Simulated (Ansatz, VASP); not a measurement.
# One calculation of C, two programs

```
CELL_PARAMETERS angstrom
2.46563 0.00000 0.00000
-1.23281 2.13417 0.00000
0.00000 0.00000 23.78427
ATOMIC_POSITIONS crystal
C 0.66670 0.33340 0.35738
C 0.33330 0.66660 0.35738
C 0.16670 0.33340 0.50000
C 0.83330 0.66660 0.50000
C 0.66670 0.33340 0.64262
C 0.33330 0.66660 0.64262
```

Alike in both runs: functional PBE; dispersion D3(BJ); k mesh 12 × 12 × 1; occupations gaussian, width 0.05 eV; no spin polarisation.

Ansatz relaxed the structure, and its values are those at the end. VASP's run is a single point on that final structure, the one shown.

```csv
,VASP,Ansatz
version,VASP 6.6.1,Ansatz 0.2.0
potentials or method,"VASP PAW PBE potentials, release 64 (C)","scalar-relativistic, plane waves, PAW"
plane-wave cutoff (eV),520,420
valence electrons in the cell,24,24
```

|  | VASP | Ansatz | Ansatz less VASP |
| --- | --- | --- | --- |
| gap on the k mesh at the Fermi level (eV) | none | none | - |
| rms of the force components (eV/Å) | 0.003 | 0.003 | 0.0000 |

A gap of «none» marks a metal or a gap that the smearing closes. Ansatz warned: «xc_potential_rough_in_thin_density».
